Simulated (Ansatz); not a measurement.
Input and command of a plane-wave DFT calculation in Ansatz:

```yaml
crystal:
  lattice:
    - [3.456, 0.0, 0.0]
    - [-1.728, 2.9929837955, 0.0]
    - [0.0, 0.0, 5.525]
  atoms:
    - { symbol: Tl, position: [0.3333333333, 0.6666666667, 0.25] }
    - { symbol: Tl, position: [0.6666666667, 0.3333333333, 0.75] }
basis:
  ecutwfc: 420
kpoints:
  mp_grid: { grid: [15, 15, 8] }
hamiltonian:
  xc: pbe
  dispersion: d3bj
scf:
  occupations: { method: gaussian, width: 0.1 }
output:
  forces: true
  stress: true
  eigenvalues: true
  populations: true
```

```bash
ansatz run input.yaml --threads 1 --pin off --max-ram 2560MiB --backend cpu --events-out ev --progress --plain --runs-dir out
```

Processor: Arm Neoverse V2, 1 thread, on a host shared with other jobs.

Q: How long does it run, and how much memory does it take?

A: About 5.8 s on 1 thread of Arm Neoverse V2, with other jobs on the host, peak memory 0.37 GiB. It solves 17 bands at 135 k points (the mesh reduced by the symmetry that the task leaves, which can be less than the crystal's) with about 1105 plane waves, in 6 SCF iterations.
